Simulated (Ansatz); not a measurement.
# KF: a line through an energy map

An exercise on one series of results from a longer session: the logs are not shown, and one member is left open.

Method: DFT PBE, scalar-relativistic, plane waves, PAW, in Ansatz 0.2.0.

72 further runs of the same task are left out: 72 set aside as unsound or not needed.

## The starting structure

The structure is cubic, space group Fm-3m (No. 225). The conventional cell has a = 5.421 Å, b = 5.421 Å, c = 5.421 Å, α = 90.00°, β = 90.00°, γ = 90.00°. K (site symmetry m-3m) has 6 F at 2.71 Å as nearest neighbours. F (site symmetry m-3m) is surrounded by 6 K at 2.71 Å.

Coordinates:

```
K F
1.0
     0.00000    2.71054    2.71054
     2.71054    0.00000    2.71054
     2.71054    2.71054    0.00000
K F
1 1
Cartesian
  0.0000 0.0000 0.0000
  2.7105 2.7105 2.7105
```

It is the result of an earlier relaxation at this level (volume 19.91 Å³/atom; gap on the mesh: 5.96 eV).

## What is varied

The energy is mapped over volume and the cell's shape.

The axes are (1) volume per atom: 11 values from 18.321 to 21.507 Å³; (2) length along [111] over the lengths across it, relative to the cubic cell: 11 values from 0.923 to 1.083.

Nothing else is relaxed (symmetry fixes all fractional coordinates). Energies count from the relaxed crystal. Points are written as (first, second).

Set-up of the first run:

The input, input.yaml:

```yaml
crystal:
  lattice:
    - [-0.1389894887, 2.5685979539, 2.5685979539]
    - [2.5685979539, -0.1389894887, 2.5685979539]
    - [2.5685979539, 2.5685979539, -0.1389894887]
  atoms:
    - { symbol: K, position: [0.0, 0.0, 0.0] }
    - { symbol: F, position: [0.5, 0.5, 0.5] }
basis:
  ecutwfc: 520.0
kpoints:
  mp_grid: { grid: [8, 8, 8] }
hamiltonian:
  xc: pbe
scf:
  occupations: { method: gaussian, width: 0.05 }
output:
  forces: true
  stress: true
  eigenvalues: true
```

Command:

```sh
ansatz run input.yaml --threads 1 --pin off --max-ram 2048MiB --backend cpu --events-out ev --progress --plain --runs-dir out
```

Among the steps run: Point (18.321 Å³, 0.923); The run at (18.640 Å³, 0.923); Grid point (19.277 Å³, 0.923); Grid point (19.596 Å³, 0.923); The run at (19.914 Å³, 0.923); Grid point (20.233 Å³, 0.923); The run at (20.552 Å³, 0.923); The run at (20.870 Å³, 0.923); The run at (21.189 Å³, 0.923); Grid point (21.507 Å³, 0.923).

One of the session's tables, all rows but one given; the rest of the session is left out.

| volume per atom (Å³) | energy (meV/atom) | slope (meV/atom per Å³) | pressure (GPa) | band gap on the k-mesh (eV) |
| --- | --- | --- | --- | --- |
| 18.321 | 18.9 | −17.6 | 2.82 | 6.33 |
| 18.640 | 14.0 | −13.2 | 2.12 | 6.23 |
| 18.958 | 10.4 | −9.3 | 1.49 | 6.14 |
| 19.277 | 8.1 | −5.7 | 0.91 | 6.05 |
| 19.596 | 6.8 | −2.4 | 0.39 | 5.97 |
| 19.914 | 6.5 | 0.6 | −0.09 | 5.89 |
| 20.233 | 7.1 | 3.3 | −0.53 | 5.81 |
| 20.552 | 8.6 | 5.8 | −0.93 | 5.73 |
| 20.870 | 10.8 | 8.1 | −1.29 | 5.66 |
| 21.189 | ? | ? | ? | ? |
| 21.507 | 17.2 | 12.0 | −1.92 | 5.52 |

Q: Estimate the row for volume per atom (Å³) = 21.189 from the others.

Worked estimate for «energy (meV/atom)». A straight line through the neighbours (20.870, 10.8) and (21.507, 17.2) gives 10.8 + (17.2 − 10.8) × (21.189 − 20.870) / (21.507 − 20.870) = 14.0; a parabola fitted to 3 rows on both sides gives 13.7.

The run gave: energy (meV/atom): 13.7; slope (meV/atom per Å³): 10.1; pressure (GPa): −1.62; band gap on the k-mesh (eV): 5.58. In «energy (meV/atom)» the line misses by +0.3 and the parabola by 0.0.

Energies count from the relaxed crystal. Rows without a step come from runs not printed here or follow by symmetry. Slopes come from the forces (and the stress, where the cell changes), not from differences of energies.

**Reading.** Along the line the energy is lowest at 19.914 Å³, 6.5 meV/atom from the zero. Energies and slopes round the minimum, fitted together, put the minimum at 19.8492 Å³, with a curvature of about 9.2 meV/atom per (Å³)². V·d²E/dV² there is about 29 GPa, a bulk modulus under this line's constraint. The highest point computed, at 18.321 Å³, lies 12.4 meV/atom above the lowest. This is one cut through a surface in two coordinates; the map's lowest point lies off it.
